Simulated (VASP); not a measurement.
# Vibrations of GaP at several levels of theory, part 3 of 3

Aim: the vibrations of GaP at the zone centre, at several levels of theory. The starting structure is a measured crystal structure from the Crystallography Open Database.

VASP 6.6.1.

Results so far: LDA T2 364.6 cm⁻¹; LDA at the measured cell T2 350.8 cm⁻¹; PBEsol T2 356.0 cm⁻¹; PBE T2 344.9 cm⁻¹; PBEsol + D3(BJ) T2 367.2 cm⁻¹; r2SCAN T2 360.1 cm⁻¹.

### Step 8. Modes with r2SCAN + rVV10

Level of this step: r2SCAN with rVV10; plane waves and PAW (Ga_d, P) (VASP).

rVV10 adds a nonlocal correlation energy for dispersion. The cell comes from a relaxation at this level, not shown (40.10 Å³).

Input file INCAR:

```
SYSTEM = GaP
PREC = Accurate
ENCUT = 450
EDIFF = 1E-08
NELM = 100
ISMEAR = 0
SIGMA = 0.03
LREAL = .FALSE.
ALGO = Normal
METAGGA = R2SCAN
LUSE_VDW = .TRUE.
IVDW_NL = 2
BPARAM = 11.95
CPARAM = 0.0093
LASPH = .TRUE.
NBANDS = 15
LORBIT = 11
LWAVE = .FALSE.
LCHARG = .FALSE.
KPAR = 4
IBRION = 6
NFREE = 2
POTIM = 0.015
NSW = 1
ISIF = 2
```

Input file POSCAR:

```
GaP
1.0
    0.0000000000      2.7167410025      2.7167410025
    2.7167410025      0.0000000000      2.7167410025
    2.7167410025      2.7167410025      0.0000000000
Ga P
1 1
Direct
    0.0000000000      0.0000000000      0.0000000000
    0.7500000000      0.7500000000      0.7500000000
```

Input file KPOINTS:

```
Automatic mesh
0
Gamma
10 10 10
0 0 0
```

Potentials, in the order of the species: Ga_d and P (PBE family, release 64).

Started as:

```console
mpirun -np 4 vasp_std
```

Output:

```text
[banner, memory and clock lines left out]
running    4 mpi-ranks, on    1 nodes
[...]
|                                                                             |
|               ----> ADVICE to this user running VASP <----                  |
|                                                                             |
|     You have switched on vdW-DFT.                                           |
|     This routine was written and supplied by Jiri Klimes. We recommend      |
|     that you carefully read and cite the following publications:            |
|       J. Klimes, D.R. Bowler, A. Michelides                                 |
|          J. Phys.: Cond Matt. 22 022201 (2010)                              |
|       J. Klimes, D.R. Bowler, A. Michelides                                 |
|          Phys. Rev. B. 83, 195131 (2011)                                    |
|     and references therein.                                                 |
|                                                                             |

[...]
DAV:  15    -0.209500925927E+02   -0.37709E-07   -0.17705E-08  1232   0.305E-03    0.348E-04
Total rVV10 correction in eV:      0.5119298    20.1367721
Total rVV10 correction in eV:      0.5119298    20.1367721
Total rVV10 correction in eV:      0.5119298    20.1367721
Total rVV10 correction in eV:      0.5119298    20.1367721
DAV:  16    -0.209500925999E+02   -0.72196E-08   -0.11879E-09   887   0.465E-04
Total rVV10 correction in eV:      0.5119301    20.1367721
Total rVV10 correction in eV:      0.5119301    20.1367721
Total rVV10 correction in eV:      0.5119301    20.1367721
Total rVV10 correction in eV:      0.5119301    20.1367721
Total rVV10 correction in eV:      0.5119299    20.1367721
Total rVV10 correction in eV:      0.5119299    20.1367721
Total rVV10 correction in eV:      0.5119299    20.1367721
Total rVV10 correction in eV:      0.5119299    20.1367721
   1 F= -.20950093E+02 E0= -.20950093E+02  d E =-.431208E-16
[... from here on, the cycles between the ionic steps are left out ...]
   2 F= -.20948917E+02 E0= -.20948917E+02  d E =-.148607E-11
   3 F= -.20948923E+02 E0= -.20948923E+02  d E =-.148472E-11
   4 F= -.20948918E+02 E0= -.20948918E+02  d E =-.156550E-11
   5 F= -.20948914E+02 E0= -.20948914E+02  d E =-.156555E-11
 Finite differences progress:
  Degree of freedom:   2/  2
  Displacement:        2/  2
  Total:               4/  4
```

It took 6.9 min on 4 MPI ranks of Intel Xeon Platinum 8259CL at 2.50GHz (Skylake/Cascade Lake), shared host; peak memory 1.4 GiB.

From OUTCAR (step 8):

```text
  Total       -0.0021983      0.0004496      0.0004496      0.0000000     -0.1184866      0.0000000
  in kB       -0.0878274      0.0179638      0.0179638      0.0000000     -4.7337495      0.0000000
  external PRESSURE =      -0.0173000 kB  Pullay stress =       0.0000000 kB

 POSITION                                       TOTAL-FORCE (eV/Angst)
 -----------------------------------------------------------------------------------
      0.00000      0.00000      0.00000        -0.157424      0.000000      0.000000
      4.06011      4.07511      4.07511         0.157424      0.000000      0.000000
 -----------------------------------------------------------------------------------
    total drift:                               -0.001327      0.000004      0.000004

  FREE ENERGIE OF THE ION-ELECTRON SYSTEM (eV)
  ---------------------------------------------------
  free  energy   TOTEN  =       -20.9489140964 eV

  energy  without entropy=      -20.9489140964  energy(sigma->0) =      -20.94891410

[... 1 part as in an earlier step ...]

[... 2 further parts left out ...]
[key lines of the parts left out:]
E-fermi :   4.7186
```

With r2SCAN + rVV10 the mode is T2 363.9 cm⁻¹, -0.7 cm⁻¹ from LDA.

### Step 9. Modes with HSE06 (not reached)

HSE06 mixes in a quarter of exact exchange at short range, at far higher cost; in semiconductors this cures much of the gap error, while metals seldom gain. Its starting orbitals come from a semilocal run on the same mesh, not shown. The run named in the heading was never made; what follows is the relaxation that should come before it.

Input file INCAR:

```
SYSTEM = GaP
PREC = Accurate
ENCUT = 450
EDIFF = 1E-07
NELM = 100
ISMEAR = 0
SIGMA = 0.03
LREAL = .FALSE.
ALGO = Normal
LHFCALC = .TRUE.
AEXX = 0.25
GGA = PE
HFSCREEN = 0.2
LASPH = .TRUE.
NBANDS = 15
PRECFOCK = Fast
LORBIT = 11
LWAVE = .FALSE.
LCHARG = .FALSE.
KPAR = 4
IBRION = 2
NSW = 50
ISIF = 3
EDIFFG = -0.002
```

Input file POSCAR:

```
GaP
1.0
    0.0000000000      2.7252500000      2.7252500000
    2.7252500000      0.0000000000      2.7252500000
    2.7252500000      2.7252500000      0.0000000000
Ga P
1 1
Direct
    0.0000000000      0.0000000000      0.0000000000
    0.7500000000      0.7500000000      0.7500000000
```

Input file KPOINTS:

```
Automatic mesh
0
Gamma
7 7 7
0 0 0
```

Started as:

```console
mpirun -np 4 vasp_std
```

Output:

```text
[banner, memory and clock lines left out]
running    4 mpi-ranks, on    1 nodes
[...]
LDA part: xc-table for (Slater+PW92), standard interpolation
 found WAVECAR, reading the header
 POSCAR, INCAR and KPOINTS ok, starting setup
[...]
reading WAVECAR
 the WAVECAR file was read successfully
 initial charge from wavefunction
 entering main loop
       N       E                     dE             d eps       ncg     rms          rms(c)
DAV:   1    -0.108291664114E+02   -0.10829E+02   -0.66444E-01   795   0.187E+01    0.138E+00
DAV:   2    -0.108209537061E+02    0.82127E-02   -0.68453E-02   876   0.416E+00    0.127E+00
DAV:   3    -0.108174549837E+02    0.34987E-02   -0.80320E-03   782   0.160E+00    0.776E-01
DAV:   4    -0.108169611498E+02    0.49383E-03   -0.17956E-03   786   0.448E-01    0.463E-01
[...]
DAV:  10    -0.108168682607E+02    0.43461E-06   -0.23669E-07   705   0.311E-03    0.136E-02
DAV:  11    -0.108168681045E+02    0.15620E-06   -0.87765E-08   531   0.197E-03    0.740E-03
[...]
hard stop encountered!  aborting job ...
|                                                                             |
|           W    W    AA    RRRRR   N    N  II  N    N   GGGG   !!!           |
|           W    W   A  A   R    R  NN   N  II  NN   N  G    G  !!!           |
|           W    W  A    A  R    R  N N  N  II  N N  N  G       !!!           |
|           W WW W  AAAAAA  RRRRR   N  N N  II  N  N N  G  GGG   !            |
|           WW  WW  A    A  R   R   N   NN  II  N   NN  G    G                |
|           W    W  A    A  R    R  N    N  II  N    N   GGGG   !!!           |
|                                                                             |
|     The electronic self-consistency was not achieved in the given           |
|     number of steps (NELM). The forces and other quantities evaluated       |
|     might not be reliable so examine the results carefully. If you find     |
|     spurious results, we suggest increasing NELM, if you were close to      |
|     convergence or switching to a different ALGO or adjusting the           |
|     density mixing parameters otherwise.                                    |
|                                                                             |

 soft stop encountered!  aborting job ...
```

Run time: 21 min. Hardware: 4 MPI ranks.

The run was stopped at its time limit, after 3 ionic steps.

### Step 10. All runs side by side

| run | ended | T2 | method | core minutes |
| --- | --- | --- | --- | --- |
| LDA | converged | 364.6 | perturbation theory | 11.4 |
| LDA at the measured cell | converged | 350.8 | perturbation theory | 11.4 |
| PBEsol | converged | 356.0 | perturbation theory | 13.3 |
| PBE | converged | 344.9 | perturbation theory | 12.7 |
| PBEsol + D3(BJ) | converged | 367.2 | finite displacements | 3.27 |
| r2SCAN | converged | 360.1 | finite displacements | 16.5 |
| r2SCAN + rVV10 | converged | 363.9 | finite displacements | 27.5 |
| HSE06 | cut off by time | - | - | 84.1 |

Modes are in cm⁻¹, degenerate ones as one, matched between runs by symmetry and order. A number in brackets counts the listed modes of one symmetry from the lowest. The symmetry labels come from an automatic analysis and can be wrong where levels nearly coincide. Core minutes are wall time times ranks of the run shown, on a shared host.

### Step 11. Results

| Property | Result |
| --- | --- |
| T2, LDA | 364.6 cm⁻¹ |
| T2, LDA at the measured cell | 350.8 cm⁻¹ |
| T2, PBEsol | 356.0 cm⁻¹ |
| T2, PBE | 344.9 cm⁻¹ |
| T2, PBEsol + D3(BJ) | 367.2 cm⁻¹ |
| T2, r2SCAN | 360.1 cm⁻¹ |
| T2, r2SCAN + rVV10 | 363.9 cm⁻¹ |

**Reading.** On the cells relaxed at each level, the T2 mode of GaP lies between 345 cm⁻¹ (PBE) and 367 cm⁻¹ (PBEsol + D3(BJ)). Taking the measured cell, +3.3 % in volume, instead of the one relaxed with LDA moves T2 by -13.8 cm⁻¹. Some levels use perturbation theory and the others finite displacements, so their times can't be compared. LASPH is on in some of these runs and off in others, which adds a little to the differences. The dielectric constants and Born charges in the logs aren't compared here; at a small gap they can be far off, and in a run without a gap they mean nothing. The frequencies are harmonic, and the splitting of polar modes by their long-range field is left out. No result to use came from HSE06. Further runs on this material are not shown.

[Lines on the potential files, build, host, timing and source positions are cut from VASP's logs without a mark.]

[Logs are printed without paths, hosts, clocks, repeated set-up lines and the standing remarks that a program may print on its own settings, such as how far it seeks lower states.]

[Hosts, paths, dates, database ids (printed as entryN), source tags and the programs' standing remarks are cut or masked in the printed files.]
